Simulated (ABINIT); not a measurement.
Ir:

```xyz
1
Lattice="0.0000 1.9156 1.9156 1.9156 0.0000 1.9156 1.9156 1.9156 0.0000" Properties=species:S:1:pos:R:3 pbc="T T T"
Ir    0.0000    0.0000    0.0000
```

Base run:

* Program: ABINIT 10.8.3 (patched build)
* Functional: RPBE
* Potentials or basis: JTH PAW PBE v2.0
* Cutoff: 435 eV
* k mesh: 12 × 12 × 12
* Occupations: fermi-dirac, width 0.05 eV
* Spin: no spin polarisation

Its results: band gap on the k mesh none (metal or under the smearing width); pressure 15.0 GPa.

The run is repeated on the same cell with these changes: functional from RPBE to PBEsol; k mesh from 12 × 12 × 12 to 7 × 7 × 7. What comes out?

Band gap on the k mesh none (metal or under the smearing width); pressure -0.7 GPa.

Several settings changed at once, so the effect can't be laid on one alone.

Caveats: some runs use coarse meshes; the PAW data sets were made with another functional, which shifts forces and pressure a little.

Not every run made on this cell is shown here.
